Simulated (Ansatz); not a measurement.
The cell was built from the rocksalt type and relaxed in the same program, and has space group Fm-3m; it needn't be a known or the stable phase.

A run of Ansatz 0.2.0 printed the following.

```
Nb: projections on atomic orbitals take those of the free atom 1s2 2s2 2p6 3s2 3p6 3d10 4s2 4p6 4d4 5s1, of charge +0.00 (hamiltonian.pseudopotentials.projection_atoms)
As: projections on atomic orbitals take those of the free atom 1s2 2s2 2p6 3s2 3p6 3d10 4s2 4p3, of charge +0.00 (hamiltonian.pseudopotentials.projection_atoms)
LAPW: plane waves up to 8.855 Å⁻¹, error target 2.5e-4 eV per atom; small_component_spin mean_spin; As in spheres of 1.318 Å, 23 of its electrons in bands, Dirac shells []; Nb in spheres of 1.320 Å, 31 of its electrons in bands, Dirac shells []
Engine: ansatz 0.2.0
Pseudopotentials: kind: all_electron
Pseudopotential: Nb, LAPW, valence charge 31, Koelling and Harmon's equation, gaussian nucleus
Pseudopotential: As, LAPW, valence charge 23, Koelling and Harmon's equation, gaussian nucleus
Functional definition: PBE
  parameter kappa = 0.804
  parameter beta = 0.06672455060314922
  exchange = pbe_x(kappa = kappa, mu = beta*pi^2/3)
  correlation = pbe_c(beta = beta)
Crystal: 2 atoms, lattice volume = 36.699 Å³
Basis set: ecut = 298.74654664292547 eV, 411 PW (Γ), exchange–correlation at level 2
Bands: 33, of which v1, the nominal top of the filled ones, is band 27 counted from 1 (26 counted from 0)
Symmetry: 48 space group operations
Space group: Fm-3m (ITA 225), of the structure as read, at distance tolerance 3.3e-5 Å
k-points: 56 of 1331
Non-local potential: Nb, projectors of the file, none
Non-local potential: As, projectors of the file, none
Initial density: superposition of atomic densities (chi_scale 0.1, normalization cell, long waves kept (reshape's long-wave potential 0.00 eV rms))
Initial wavefunctions: plane waves of lowest kinetic energy (no species holds an atomic orbital)
Functional: x = pbe(κ = 0.804, μ = 0.2195149727645171), c = pbe(β = 0.06672455060314922)
iter 1 solved again at ethr=4.52e-3 eV; its pass at ethr=1.00e-1 eV (dr2=2.44e0 eV) is discarded
SCF iter   1: F=—  HF=-165471.165499 eV  |F-HF|=—  |Δ(HF+E_count)|=         —  Δρ=6.18e-2  dr2=2.44e0  ethr=4.52e-3  ⟨swp⟩=2.0  Hψ=11030  notcnv=0
preconditioner: auto → Kerker (q_TF=auto, 2.910 Å⁻¹)  [metal: Δε(μ)=0.074 eV  Ē_g=9.467 eV  σ=0.050 eV  W_gap=0.35  n_scr=14 (ndim 8)  ℏωp=19.4 eV  f_vac=0.000  D(μ)=1.63/eV (n_scr^D=14)]
iter 2 solved again at ethr=3.91e-4 eV; its pass at ethr=4.52e-3 eV (dr2=2.11e-1 eV) is discarded
SCF iter   2: F=—  HF=-165470.148070 eV  |F-HF|=—  |Δ(HF+E_count)|=    1.02e0  Δρ=1.82e-2  dr2=2.11e-1  ethr=3.91e-4  ⟨swp⟩=2.0  Hψ=9455  notcnv=0
SCF iter   3: F=—  HF=-165470.145072 eV  |F-HF|=—  |Δ(HF+E_count)|=         —  Δρ=1.60e-2  dr2=1.78e-1  ethr=3.90e-4  ⟨swp⟩=2.0  Hψ=5514  notcnv=0
the basis was enlarged: its passes take 128.6 KiB over the memory plan, 1 of 1 planned eigensolver slots
SCF iter   4: F=—  HF=-165470.137445 eV  |F-HF|=—  |Δ(HF+E_count)|=   7.63e-3  Δρ=2.96e-3  dr2=1.59e-3  ethr=3.29e-4  ⟨swp⟩=2.0  Hψ=5285  notcnv=0
SCF iter   5: F=—  HF=-165470.132834 eV  |F-HF|=—  |Δ(HF+E_count)|=   4.61e-3  Δρ=1.43e-3  dr2=4.04e-4  ethr=2.94e-6  ⟨swp⟩=2.8  Hψ=5585  notcnv=0
SCF iter   6: F=—  HF=-165470.131889 eV  |F-HF|=—  |Δ(HF+E_count)|=   9.45e-4  Δρ=6.94e-4  dr2=1.64e-4  ethr=7.49e-7  ⟨swp⟩=2.3  Hψ=5551  notcnv=0
SCF iter   7: F=—  HF=-165470.131877 eV  |F-HF|=—  |Δ(HF+E_count)|=   1.17e-5  Δρ=2.53e-4  dr2=2.28e-5  ethr=3.04e-7  ⟨swp⟩=2.0  Hψ=5533  notcnv=0
SCF iter   8: F=—  HF=-165470.131879 eV  |F-HF|=—  |Δ(HF+E_count)|=   2.29e-6  Δρ=5.90e-5  dr2=1.79e-6  ethr=4.23e-8  ⟨swp⟩=2.0  Hψ=5533  notcnv=0
SCF iter   9: F=-165470.131879 eV  HF=-165470.131879 eV  |F-HF|=4.24e-8  |Δ(HF+E_count)|=   3.53e-7  Δρ=1.38e-5  dr2=8.60e-8  ethr=3.31e-9  ⟨swp⟩=2.0  Hψ=5534  notcnv=0
SCF 1 converged in 9 iterations: F = -165470.131879 eV  dr2 = 8.60e-8
NSCF: frozen V_eff on 99 k-points
SCF converged after 9 iterations
Free energy (F): -165470.131879 eV
Harris-Foulkes:  -165470.131879 eV  (|F-HF|=4.24e-8)
Internal energy: -165470.110712 eV  (E = F + TS)
E sigma→0 (E₀):  -165470.121295 eV
Entropy (-TS):   -0.021167 eV (-10.583 meV/atom)
Fermi energy:    17.489039 eV
--- Per-component energies (eV) ---
  E_band       = -5792.784752
  E_kinetic    = 170436.834126
  E_xc         = -5523.370633
  E_electrostatic = -330383.574205  (all electrons and nuclei)
  E_smearing   = -0.021167  (= −TS)
  E_closure    = 0.000000  (closes the sum)
  E_atoms      = -165454.807037  (free atoms, spherical and without spin; not in F)
  Σ components = -165470.131879   (vs F -165470.131879, Δ=0.00e0)
  Basis errors (estimates in eV, not in F): energy 9.0e-5 per atom: plane waves 7.9e-5 (4.3e-5 summed), levels above the bands 1.3e-63, relativity 2.1e-8, radial functions 1.1e-5, core shells 5.4e-14; eigenvalues (radial functions only) 4.6e-7; not estimated: angular momenta, meshes, grids; target (lapw.basis_error) 2.5e-4; muffin-tin radii As 1.318 Å, Nb 1.320 Å
--- Forces (eV/Å), atoms counted from 1 ---
  atom   1  Nb    -0.00000000    -0.00000000    -0.00000000
  atom   2  As     0.00000000    -0.00000000     0.00000000
  max |Σ_I F_I| component: 2.10e-30 eV/Å
--- Stress (GPa, compression-positive) ---
       -0.016545      -0.000000       0.000000
       -0.000000      -0.016545       0.000000
        0.000000       0.000000      -0.016545
  P = ⅓ Tr σ = -0.0165 GPa (-0.165 kbar)
--- Band table (eV; the first three rows and the last of 56) ---
  k-point 0: bands = ["-418.8344", "-326.7164", "-326.7164", "-326.7164", "-176.2945", "-176.2945", "-176.2942", "-176.2942", "-176.2942", "-168.1849", "-111.5586", "-111.5586", "-111.5586", "-38.3399", "-18.6291", "-18.6291", "-18.6021", "-18.6021", "-18.6021", "-14.3807", "-14.3807", "-14.3807", "3.9797", "15.9515", "15.9515", "15.9515", "16.5369", "16.5369", "17.2653", "17.2653", "17.2653", "22.1731", "24.9954"]
  k-point 1: bands = ["-418.8344", "-326.7164", "-326.7164", "-326.7164", "-176.2945", "-176.2945", "-176.2942", "-176.2942", "-176.2942", "-168.1849", "-111.5586", "-111.5586", "-111.5586", "-38.3389", "-18.6301", "-18.6301", "-18.6022", "-18.6020", "-18.6020", "-14.3944", "-14.3803", "-14.3803", "4.1050", "15.3276", "15.5518", "15.5518", "16.1910", "16.1910", "17.3176", "18.3014", "18.3014", "22.8015", "25.2354"]
  k-point 2: bands = ["-418.8344", "-326.7164", "-326.7164", "-326.7164", "-176.2945", "-176.2945", "-176.2942", "-176.2942", "-176.2942", "-168.1849", "-111.5586", "-111.5586", "-111.5586", "-38.3363", "-18.6327", "-18.6327", "-18.6022", "-18.6014", "-18.6014", "-14.4308", "-14.3793", "-14.3793", "4.4653", "14.0286", "14.6228", "14.6228", "16.4968", "16.4968", "17.4361", "19.7637", "19.7637", "23.8810", "25.6742"]
  k-point 55: bands = ["-418.8344", "-326.7164", "-326.7164", "-326.7164", "-176.2945", "-176.2945", "-176.2942", "-176.2942", "-176.2942", "-168.1849", "-111.5586", "-111.5586", "-111.5586", "-38.3242", "-18.6364", "-18.6268", "-18.6013", "-18.6004", "-18.5974", "-14.4856", "-14.4783", "-14.4239", "5.8754", "12.5855", "12.7929", "13.2892", "17.5508", "18.0388", "18.7786", "19.0849", "19.7509", "25.6152", "26.6723"]
--- Löwdin populations: 2 sites ---
  site symbol       q [e]
     0     Nb     40.8037
     1     As     33.1253
  spilling = 0.000960 (of n_electrons = 74.000000)
```

The cell and starting positions:

```
CELL_PARAMETERS angstrom
0.00000 2.63760 2.63760
2.63760 0.00000 2.63760
2.63760 2.63760 0.00000
ATOMIC_POSITIONS crystal
Nb 0.00000 0.00000 0.00000
As 0.50000 0.50000 0.50000
```

Parts of the input that the log doesn't repeat:

```yaml
  band_path:
    path:
      - [0.0, 0.0, 0.0]
      - [0.5, 0.0, 0.5]
      - [0.625, 0.25, 0.625]
      - [0.375, 0.375, 0.75]
      - [0.0, 0.0, 0.0]
      - [0.5, 0.5, 0.5]
      - [0.5, 0.25, 0.75]
      - [0.5, 0.0, 0.5]
    npoints: 14
output:
  forces: true
  stress: true
  eigenvalues: true
  fatbands: true
  populations: true
  dos: { projected: true, de: 0.2, e_range: [-14, 8] }
```

Q: Write the input that produced this log.

A: 
```yaml
crystal:
  lattice:
    - [0.0, 2.6376010551, 2.6376010551]
    - [2.6376010551, 0.0, 2.6376010551]
    - [2.6376010551, 2.6376010551, 0.0]
  atoms:
    - { symbol: Nb, position: [0.0, 0.0, 0.0] }
    - { symbol: As, position: [0.5, 0.5, 0.5] }
kpoints:
  mp_grid: { grid: [11, 11, 11] }
  band_path:
    path:
      - [0.0, 0.0, 0.0]
      - [0.5, 0.0, 0.5]
      - [0.625, 0.25, 0.625]
      - [0.375, 0.375, 0.75]
      - [0.0, 0.0, 0.0]
      - [0.5, 0.5, 0.5]
      - [0.5, 0.25, 0.75]
      - [0.5, 0.0, 0.5]
    npoints: 14
scf:
  occupations: { method: fermi_dirac, width: 0.05 }
hamiltonian:
  xc: pbe
  pseudopotentials: { kind: all_electron, lapw: { basis_error: 0.00025 } }
output:
  forces: true
  stress: true
  eigenvalues: true
  fatbands: true
  populations: true
  dos: { projected: true, de: 0.2, e_range: [-14, 8] }
```
This is the input that was run; digits and keys that the log doesn't show could differ in an equivalent one.
